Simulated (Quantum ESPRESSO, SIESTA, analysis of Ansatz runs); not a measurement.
# LiCl (Fm-3m):V_Cl, a ladder of methods on one cell (SIESTA and Quantum ESPRESSO), part 2 of 6

Question: at which Fermi levels does V_Cl in LiCl (Fm-3m) change its charge, and how much of the answer depends on the basis, the mesh and the program? The model is a cell of 72 host atoms with 1 Cl taken out.

SIESTA and Quantum ESPRESSO ; SIESTA numerical-orbital DFT, PBEsol, DZP basis, PseudoDojo 0.4.1 potentials converted to PSML; charged supercells in a uniform background, point-charge correction with alignment at far sites.

So far. Step 2 (Band edges): The gap at this level is 6.65 eV.

## 3. Relaxing each charge state

Level of this step: SIESTA numerical-orbital DFT, PBEsol, DZP basis, PseudoDojo 0.4.1 potentials converted to PSML; relaxation of all atoms of a defect supercell (SIESTA).

Each state starts from the atoms near the defect displaced at random, so that no symmetry of the ideal site is imposed. An odd electron count needs spin polarisation, and the total moment is held fixed to keep the state apart from its neighbours in spin. Basis functions without a nucleus stand at the vacant site, for electrons that may collect there. Charge 0 is shown in full.

Contents of defect.fdf:

```
SystemName                      Li36Cl35
SystemLabel                     defect
NumberOfSpecies                 3
NumberOfAtoms                   72
%block ChemicalSpeciesLabel
  1    3 Li
  2   17 Cl
  3  -17 Cl_ghost
%endblock ChemicalSpeciesLabel
LatticeConstant                 1.0 Ang
%block LatticeVectors
     0.003948000     7.590525000     7.590525000
     7.590525000     0.003948000     7.590525000
    10.120700000    10.120700000     0.005264000
%endblock LatticeVectors
AtomicCoordinatesFormat         Fractional
%block AtomicCoordinatesAndAtomicSpecies
     0.000000000     0.000000000     0.000000000  1
     0.166666667     0.166666667     0.125000000  2
     0.000000000     0.000000000     0.250000000  1
     0.166666667     0.166666667     0.375000000  2
     0.000000000     0.000000000     0.500000000  1
     0.166666667     0.166666667     0.625000000  2
     0.000000000     0.000000000     0.750000000  1
     0.166666667     0.166666667     0.875000000  2
     0.000000000     0.333333333     0.000000000  1
     0.166666667     0.500000000     0.125000000  2
     0.000000000     0.333333333     0.250000000  1
     0.166666667     0.500000000     0.375000000  2
    -0.004936228     0.334108996     0.499902191  1
     0.168447929     0.497531292     0.628345684  2
     0.000000000     0.333333333     0.750000000  1
     0.161862212     0.499214010     0.878170892  2
     0.000000000     0.666666667     0.000000000  1
     0.166666667     0.833333333     0.125000000  2
     0.000000000     0.666666667     0.250000000  1
     0.166666667     0.833333333     0.375000000  2
     0.000000000     0.666666667     0.500000000  1
     0.171881567     0.833700491     0.623283071  2
     0.003415080     0.669635347     0.748452121  1
     0.166666667     0.833333333     0.875000000  2
     0.333333333     0.000000000     0.000000000  1
     0.500000000     0.166666667     0.125000000  2
     0.333333333     0.000000000     0.250000000  1
     0.500000000     0.166666667     0.375000000  2
     0.335114052    -0.005108032     0.502806321  1
     0.496021430     0.171752153     0.624020675  2
     0.333333333     0.000000000     0.750000000  1
     0.505631918     0.165374916     0.873788248  2
     0.328751770     0.336248344    -0.001252737  1
     0.500000000     0.500000000     0.125000000  2
     0.333333333     0.333333333     0.250000000  1
     0.505523908     0.497192106     0.374595347  2
     0.331211375     0.337946742     0.501086091  1
     0.337497859     0.333727970     0.750377584  1
     0.500535524     0.504349387     0.871308165  2
     0.333333333     0.666666667     0.000000000  1
     0.500000000     0.833333333     0.125000000  2
     0.333333333     0.666666667     0.250000000  1
     0.500039837     0.838561465     0.373810568  2
     0.327657955     0.669080100     0.501078770  1
     0.501062829     0.835200805     0.620785684  2
     0.335683058     0.669703530     0.745982688  1
     0.500000000     0.833333333     0.875000000  2
     0.666666667     0.000000000     0.000000000  1
     0.833333333     0.166666667     0.125000000  2
     0.666666667     0.000000000     0.250000000  1
     0.833333333     0.166666667     0.375000000  2
     0.666666667     0.000000000     0.500000000  1
     0.833923164     0.171724737     0.622222505  2
     0.665616579     0.005078129     0.746949407  1
     0.833333333     0.166666667     0.875000000  2
     0.666666667     0.333333333     0.000000000  1
     0.833333333     0.500000000     0.125000000  2
     0.666666667     0.333333333     0.250000000  1
     0.837305558     0.500163397     0.371132824  2
     0.661765104     0.337645454     0.499796483  1
     0.833798463     0.494518604     0.626479641  2
     0.666600574     0.338583221     0.748878680  1
     0.833333333     0.500000000     0.875000000  2
     0.666666667     0.666666667     0.000000000  1
     0.833333333     0.833333333     0.125000000  2
     0.669729304     0.668582000     0.250379188  1
     0.833333333     0.833333333     0.375000000  2
     0.671088150     0.662583334     0.501290943  1
     0.833333333     0.833333333     0.625000000  2
     0.671648244     0.663250883     0.750680479  1
     0.833333333     0.833333333     0.875000000  2
     0.500000000     0.500000000     0.625000000  3
%endblock AtomicCoordinatesAndAtomicSpecies
%block kgrid.MonkhorstPack
    1   0   0  0.25
    0   1   0  0.25
    0   0   1  0.25
%endblock kgrid.MonkhorstPack
XC.Functional                   GGA
XC.Authors                      PBEsol
PAO.BasisSize                   DZP
PAO.EnergyShift                 0.005 Ry
Mesh.Cutoff                     300 Ry
%block PAO.PolarizationScheme
  Li non-perturbative
%endblock PAO.PolarizationScheme
Spin                            polarized
%block DM.InitSpin
    38   0.200
    44   0.200
    46   0.200
    62   0.200
    68   0.200
%endblock DM.InitSpin
Spin.Fix                        true
Spin.Total                      1.0
OccupationFunction              FD
ElectronicTemperature           0.01 eV
MaxSCFIterations                150
SCF.MustConverge                true
SCF.Mixer.Method                Pulay
SCF.Mixer.Weight                0.1
SCF.Mixer.History               10
SCF.DM.Tolerance                3.0e-4
SCF.H.Tolerance                 3.0e-3 eV
WriteForces                     true
Charge.Mulliken                 end
SaveRho                         true
SaveElectrostaticPotential      true
Charge.Hirshfeld                end
Charge.Voronoi                  end
MD.TypeOfRun                    Broyden
MD.Steps                        90
MD.MaxForceTol                  0.04 eV/Ang
MD.MaxDispl                     0.15 Ang
WriteCoorStep                   true
AtomCoorFormatOut               Fractional
%block Geometry.Constraints
  atom [72]
%endblock Geometry.Constraints
```

Run with:

```sh
> OMP_NUM_THREADS=1 siesta defect.fdf > defect.out
```

The program printed:

```text
Version         : 5.4.2

                           ***********************
                           *  WELCOME TO SIESTA  *
                           ***********************

[...]
reinit: Reading from file defect.fdf

reinit: -----------------------------------------------------------------------
reinit: System Name: Li36Cl35
reinit: -----------------------------------------------------------------------
reinit: System Label: defect
reinit: -----------------------------------------------------------------------

[...]
initatom: Reading input for the pseudopotentials and atomic orbitals ----------
Species number:   1 Atomic number:    3 Label: Li
Species number:   2 Atomic number:   17 Label: Cl
Species number:   3 Atomic number:  -17 Label: Cl_ghost (floating PAOs)

[... pseudopotential checks and orbital generation ...]

prinput: Basis input

PAO.BasisType split

%block ChemicalSpeciesLabel
    1    3 Li                      # Species index, atomic number, species label
    2   17 Cl                      # Species index, atomic number, species label
    3  -17 Cl_ghost                # Species index, atomic number, species label
%endblock ChemicalSpeciesLabel

%block PAO.Basis                 # Define Basis set
# WARNING: This information might be incomplete!
Li                    3                    # Species label, number of l-shells
 n=1   0   1                         # n, l, Nzeta
   2.646
   1.000
 n=2   0   2                         # n, l, Nzeta
   9.893      7.239
   1.000      1.000
 n=2   1   1                         # n, l, Nzeta
   9.893
   1.000
Cl                    2                    # Species label, number of l-shells
 n=3   0   2                         # n, l, Nzeta
   4.413      2.893
   1.000      1.000
 n=3   1   2 P   1                   # n, l, Nzeta, Polarization, NzetaPol
   5.490      3.619
   1.000      1.000
Cl_ghost              2                    # Species label, number of l-shells
 n=3   0   2                         # n, l, Nzeta
   4.413      2.893
   1.000      1.000
 n=3   1   2 P   1                   # n, l, Nzeta, Polarization, NzetaPol
   5.490      3.619
   1.000      1.000
%endblock PAO.Basis

prinput: ----------------------------------------------------------------------

coor:   Atomic-coordinates input format  =     Fractional

[...]
siesta: System type = bulk

initatomlists: Number of atoms, orbitals, and projectors:     72   684   918

[... echo of the settings ...]

siesta: k-grid: Number of k-points = 1
siesta: k-points from Monkhorst-Pack grid
siesta: k-cutoff (effective) =     5.365 Ang
siesta: k-point supercell and displacements
siesta: k-grid:     1     0     0      0.250
siesta: k-grid:     0     1     0      0.250
siesta: k-grid:     0     0     1      0.250

diag: Algorithm                                     = D&C
diag: Absolute tolerance                            =  0.100E-15
diag: Orthogonalization factor                      =  0.100E-05

superc: Internal auxiliary supercell:     3 x     3 x     3  =      27
superc: Number of atoms, orbitals, and projectors:   1944  18468  24786

siesta: Constraint (1): pos
  [ 72 ]

                     ====================================
                        Begin Broyden opt. move =      0
                     ====================================

[...]
superc: Internal auxiliary supercell:     3 x     3 x     3  =      27
superc: Number of atoms, orbitals, and projectors:   1944  18468  24786

outcell: Unit cell vectors (Ang):
        0.003948    7.590525    7.590525
        7.590525    0.003948    7.590525
       10.120700   10.120700    0.005264

outcell: Cell vector modules (Ang)   :   10.734624   10.734624   14.312832
outcell: Cell angles (23,13,12) (deg):     59.9656     59.9656     59.9656
outcell: Cell volume (Ang**3)        :   1165.3200
[...]
Initializing Density Matrix...

[...]
DM filled with atomic data (user-defined):

InitMesh: MESH = 96 x 96 x 128 = 1179648
InitMesh: Mesh cutoff (required, used) =   300.000   331.388 Ry

[...]
iscf     Eharris(eV)        E_KS(eV)     FreeEng(eV)     dDmax     Ef_up Ef_dn(eV) dHmax(eV)
   scf:    1   -22645.555327   -22706.423704   -22706.423704  0.407505 -3.506468 -5.504957  2.241598
[...]
scf:    2   -22706.453815   -22706.439187   -22706.439187  0.001773 -3.551280 -5.523669  2.061332
[...]
scf:    3   -22706.486256   -22706.469784   -22706.469784  0.008988 -2.638601 -4.443973  1.059032
[...]
scf:    4   -22706.482497   -22706.477062   -22706.477062  0.006565 -2.621854 -4.292177  0.137196
[...]
scf:    5   -22706.477599   -22706.477356   -22706.477356  0.000945 -2.635137 -4.284372  0.036979
[...]
scf:    6   -22706.477838   -22706.477658   -22706.477658  0.000719 -2.616619 -4.277983  0.069300
[...]
scf:    7   -22706.477701   -22706.477682   -22706.477682  0.000226 -2.615111 -4.270643  0.021685
[...]
scf:    8   -22706.477690   -22706.477686   -22706.477686  0.000115 -2.612622 -4.266007  0.003921
[...]
scf:    9   -22706.477688   -22706.477687   -22706.477687  0.000031 -2.612403 -4.265184  0.001660
     spin moment: {S} , |S| = {        0.0        0.0    1.00000 }     1.00000

SCF Convergence by DM+H criterion
max |DM_out - DM_in|         :     0.0000305626
[...]
scf:    1   -22706.623376   -22706.561155   -22706.561155  0.019513 -2.443881 -4.097010  0.040832
[...]
scf:    2   -22706.554055   -22706.559365   -22706.559365  0.001064 -2.449919 -4.103453  0.110681
[...]
scf:    3   -22706.562402   -22706.561726   -22706.561726  0.000740 -2.439036 -4.092209  0.007240
[...]
scf:    4   -22706.561739   -22706.561734   -22706.561734  0.000058 -2.439053 -4.092433  0.003968
[...]
scf:    5   -22706.561735   -22706.561735   -22706.561735  0.000035 -2.439145 -4.092627  0.001863
     spin moment: {S} , |S| = {        0.0        0.0    1.00000 }     1.00000

SCF Convergence by DM+H criterion
[...]
SCF cycle converged after 5 iterations

[...]
siesta: E_KS(eV) =           -22706.5617

siesta: Atomic forces (eV/Ang):
     1    0.001460   -0.001967    0.002960
     2    0.004113   -0.006869    0.004259
     3    0.000428    0.002178    0.003150
     4    0.002892    0.001483   -0.002043
     5   -0.005457    0.002486    0.001406
     6    0.002289    0.004934    0.003290
     7   -0.002743   -0.000497    0.001730
     8   -0.003558   -0.013363    0.008572
     9   -0.003269    0.010244    0.005632
    10    0.008099   -0.009781   -0.004705
[...]
68    0.012362   -0.012722   -0.017790
    69    0.002394    0.001821   -0.003209
    70    0.001490   -0.020297   -0.007129
    71   -0.000736    0.006214   -0.009615
    72    0.000220   -0.000135    0.000643
   Tot    0.000880   -0.001462    0.022959
   Max    0.030546
   Res    0.008069    sqrt( Sum f_i^2 / 3N )
   Max    0.030546    constrained

Stress tensor Voigt[x,y,z,yz,xz,xy] (kbar):       -0.68       -0.75        0.95       -0.19       -0.18        2.21
[...]
outcoor: Relaxed atomic coordinates (fractional):
    0.00063208    0.00023683   -0.00056141   1       1  Li
    0.16697422    0.16642671    0.12486321   2       2  Cl
   -0.00021689   -0.00005003    0.25022982   1       3  Li
    0.16710644    0.16656335    0.37482661   2       4  Cl
   -0.00021315    0.00076722    0.49955452   1       5  Li
    0.16684321    0.16687037    0.62475923   2       6  Cl
   -0.00032931    0.00090985    0.75004586   1       7  Li
    0.16743437    0.16657734    0.87522302   2       8  Cl
   -0.00030956    0.33315276    0.00004477   1       9  Li
    0.16703102    0.50006464    0.12487698   2      10  Cl
    0.00042186    0.33280604    0.24961669   1      11  Li
    0.16697089    0.49995252    0.37526801   2      12  Cl
   -0.00026272    0.33307277    0.49933799   1      13  Li
    0.16747492    0.50051847    0.62562045   2      14  Cl
    0.00098899    0.33217191    0.75062422   1      15  Li
    0.16768731    0.50036596    0.87442682   2      16  Cl
   -0.00029377    0.66709358   -0.00004625   1      17  Li
    0.16686121    0.83335907    0.12496984   2      18  Cl
    0.00072485    0.66725504    0.24958896   1      19  Li
    0.16695469    0.83323722    0.37502773   2      20  Cl
[...]
0.66504583    0.33649864    0.74861381   1      62  Li
    0.83361405    0.49971011    0.87512742   2      63  Cl
    0.66681493    0.66699389   -0.00032285   1      64  Li
    0.83371874    0.83409884    0.12460595   2      65  Cl
    0.66736454    0.66803160    0.24992184   1      66  Li
    0.83378023    0.83308684    0.37484687   2      67  Cl
    0.66692401    0.66414238    0.50097557   1      68  Li
    0.83386294    0.83383593    0.62472395   2      69  Cl
    0.66856652    0.66617162    0.75004100   1      70  Li
    0.83339047    0.83436804    0.87429990   2      71  Cl
    0.50000000    0.50000000    0.62500000   3      72  Cl_ghost

[...]
siesta: Final energy (eV):
siesta:  Band Struct. =   -7507.878953
siesta:       Kinetic =   10405.664734
siesta:       Hartree =    3708.986663
[...]
siesta:         Exch. =   -5409.298309
siesta:         Corr. =    -464.390341
[...]
siesta:   Exch.-corr. =   -5873.688650
siesta:  Ion-electron =  -19459.780968
siesta:       Ion-ion =  -11487.743513
[...]
siesta:         Total =  -22706.561735
siesta:      Fermi_up =      -2.439145
siesta:      Fermi_dn =      -4.092627

siesta: Stress tensor (static) (eV/Ang**3):
siesta:    -0.000422    0.001382   -0.000113
siesta:     0.001382   -0.000471   -0.000121
siesta:    -0.000113   -0.000121    0.000593

siesta: Cell volume =       1165.320042 Ang**3

siesta: Pressure (static):
siesta:                Solid            Molecule  Units
siesta:           0.00000109          0.00000443  Ry/Bohr**3
siesta:           0.00010023          0.00040639  eV/Ang**3
siesta:           0.16058082          0.65110334  kBar

[...]
mulliken: Qtot =      177.000

[...]
mulliken: Qtot =      176.000

Mulliken Atomic Populations:
Atom #   charge [q] valence [e]      Sz [e]  Species
     1     0.166799    2.833201    0.000381  Li
     2    -0.166333    7.166333    0.000035  Cl
     3     0.166119    2.833881    0.000386  Li
     4    -0.166526    7.166526   -0.000082  Cl
     5     0.162620    2.837380    0.009087  Li
     6    -0.166617    7.166617   -0.000053  Cl
     7     0.163206    2.836794    0.009109  Li
     8    -0.166068    7.166068   -0.000104  Cl
     9     0.165659    2.834341    0.002602  Li
    10    -0.166246    7.166246    0.000067  Cl
    11     0.166418    2.833582    0.002608  Li
    12    -0.166389    7.166389   -0.000016  Cl
    13     0.166169    2.833831   -0.003055  Li
    14    -0.162729    7.162729    0.004395  Cl
    15     0.164221    2.835779    0.006357  Li
    16    -0.162851    7.162851    0.003833  Cl
    17     0.167881    2.832119    0.002459  Li
    18    -0.166189    7.166189   -0.000032  Cl
    19     0.163882    2.836118    0.002587  Li
    20    -0.165959    7.165959   -0.000088  Cl
[...]
62     0.138850    2.861150    0.137075  Li
    63    -0.166575    7.166575   -0.000012  Cl
    64     0.170621    2.829379   -0.003976  Li
    65    -0.166253    7.166253    0.000036  Cl
    66     0.158167    2.841833    0.005053  Li
    67    -0.165910    7.165910   -0.000097  Cl
    68     0.134032    2.865968    0.143508  Li
    69    -0.166346    7.166346   -0.000052  Cl
    70     0.163295    2.836705    0.000786  Li
    71    -0.166671    7.166671   -0.000082  Cl
    72     7.000514   -0.000514    0.054082  Cl_ghost
 Total     7.000000                1.000000

[...]
Job completed
```

It took 22 min on 1 MPI rank of Arm Neoverse V1, shared host; peak memory 1.2 GiB.

The steps and moves of this run count from the displaced start.

Relaxation path:

| step | energy less that of the first step (eV) | largest force (eV/Å) |
| --- | --- | --- |
| 0 | 0.0000 | 0.2237 |
| 1 | -0.0127 | 0.2022 |
| 2 | -0.0702 | 0.0754 |
| 3 | -0.0750 | 0.0608 |
| 4 | -0.0840 | 0.0322 |

The atoms that moved most (Å):

| atom | dx | dy | dz | length |
| --- | --- | --- | --- | --- |
| Cl16 | -0.029 | 0.006 | 0.053 | 0.061 |
| Li44 | -0.026 | 0.040 | 0.026 | 0.055 |
| Cl36 | 0.042 | -0.033 | -0.006 | 0.054 |
| Cl43 | -0.029 | 0.020 | -0.040 | 0.053 |
| Cl61 | 0.022 | -0.017 | 0.042 | 0.050 |
| Cl59 | 0.040 | 0.007 | -0.028 | 0.049 |
| Cl45 | 0.017 | 0.043 | -0.013 | 0.048 |
| Cl32 | 0.028 | -0.035 | -0.016 | 0.047 |

Neighbours of the ideal centre at the end:

```csv
atom,distance (Å)
Li38,2.490
Li60,2.492
Li46,2.500
Li62,2.503
Li68,2.512
Li44,2.521
Cl53,3.558
Cl39,3.561
Cl32,3.561
Cl14,3.562
Cl30,3.562
Cl36,3.563
Cl16,3.567
Cl22,3.569
Cl43,3.571
Cl45,3.577
```

Energies on the run's own zero. States near gap, by row:

```csv
spin,k,band,energy (eV),filled by count
up,0,173,-9.281,1
up,0,174,-9.222,1
up,0,175,-9.162,1
up,0,176,-9.152,1
up,0,177,-5.064,1
up,0,178,-2.207,0
up,0,179,-2.111,0
up,0,180,-1.998,0
up,0,181,-1.927,0
down,0,172,-9.319,1
down,0,173,-9.278,1
down,0,174,-9.219,1
down,0,175,-9.161,1
down,0,176,-9.149,1
down,0,177,-3.836,0
down,0,178,-2.172,0
down,0,179,-1.976,0
down,0,180,-1.823,0
```

The states that were run, at one point at (¼, ¼, ¼), on 1 MPI rank of Arm Neoverse V1, shared host:

| charge | moment (μB) | outcome | structures computed | largest displacement of a host atom from its site (Å) | lowest empty less highest filled level (eV) | time |
| --- | --- | --- | --- | --- | --- | --- |
| −1 | 0 | converged | 7 | 0.35 | 2.60 | 20 min |
| 0 | 1 | converged | 5 | 0.04 | 1.23 | 22 min |
| +1 | 0 | converged | 8 | 0.25 | 5.40 | 23 min |

Against the host's sites the lattice moves most at charge −1 (0.35 Å); the smallest move among the states is 0.04 Å.

(Part 2 of 6 ends here.)

[Logs are printed without paths, hosts, clocks, repeated set-up lines and the standing remarks that a program may print on its own settings, such as how far it seeks lower states.]

[Hosts, paths, dates, database ids (printed as entryN), source tags and the programs' standing remarks are cut or masked in the printed files.]

[For some hosts the program warned that the k-mesh of the response run may be too coarse for force constants and the static dielectric constant; such warnings are not shown here.]

[Charge tables in the logs are Mulliken or Hirshfeld populations, whose sizes and signs can differ; where basis functions stand at a vacancy, SIESTA counts their charge against the missing atom's valence.]

[In relaxation paths of CP2K, step 0 can be the structure after the first move, since the trajectory file begins there, and the last row can be the final structure solved once more.]
